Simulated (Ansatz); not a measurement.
# Be (diamond type): the cost of one run

Computed with Ansatz 0.2.0 (DFT PBE, with the methods named in each step, unless a step's input says otherwise).

This is Be in the diamond structure; at room conditions it is hcp.

## (1) The structure to begin with

Symmetry: Fd-3m, No. 227, cubic system. Conventional cell: a = 4.898 Å, b = 4.898 Å, c = 4.898 Å, α = 90.00°, β = 90.00°, γ = 90.00°. Around Be (site symmetry -43m) lie 4 Be at 2.12 Å.

As a file:

```
Be
1.0
     0.00000    2.44913    2.44913
     2.44913    0.00000    2.44913
     2.44913    2.44913    0.00000
Be
2
Direct
  0.87500 0.87500 0.87500
  0.12500 0.12500 0.12500
```

Whether this phase is the stable one at these pressures isn't tested.

Atoms are numbered in the order of the input: Be1, Be2.

## (2) The reference volume, LAPW

The input, input.yaml:

```yaml
crystal:
  lattice:
    - [0.0, 2.4491279673, 2.4491279673]
    - [2.4491279673, 0.0, 2.4491279673]
    - [2.4491279673, 2.4491279673, 0.0]
  atoms:
    - { symbol: Be, position: [-0.125, -0.125, -0.125] }
    - { symbol: Be, position: [0.125, 0.125, 0.125] }
kpoints:
  mp_grid: { grid: [15, 15, 15] }
  band_path:
    path:
      - [0.0, 0.0, 0.0]
      - [0.5, 0.0, 0.5]
      - [0.625, 0.25, 0.625]
      - [0.375, 0.375, 0.75]
      - [0.0, 0.0, 0.0]
      - [0.5, 0.5, 0.5]
      - [0.5, 0.25, 0.75]
      - [0.5, 0.0, 0.5]
    npoints: 14
scf:
  occupations: { method: fermi_dirac, width: 0.1 }
hamiltonian:
  xc: pbe
  pseudopotentials: { kind: all_electron, lapw: { basis_error: 0.001 } }
output:
  forces: true
  stress: true
  eigenvalues: true
  populations: true
  dos: { projected: true, de: 0.2, e_range: [-14, 8] }
```

The run is started by

```bash
$ ansatz run input.yaml --threads 1 --pin off --max-ram 2048MiB --backend cpu --events-out ev --progress --plain --runs-dir out
```

**Question.** How long does this run take on 1 thread of Arm Neoverse V1, shared host, and how much memory does it need?

About 5.3 s, with a peak of 0.22 GiB.
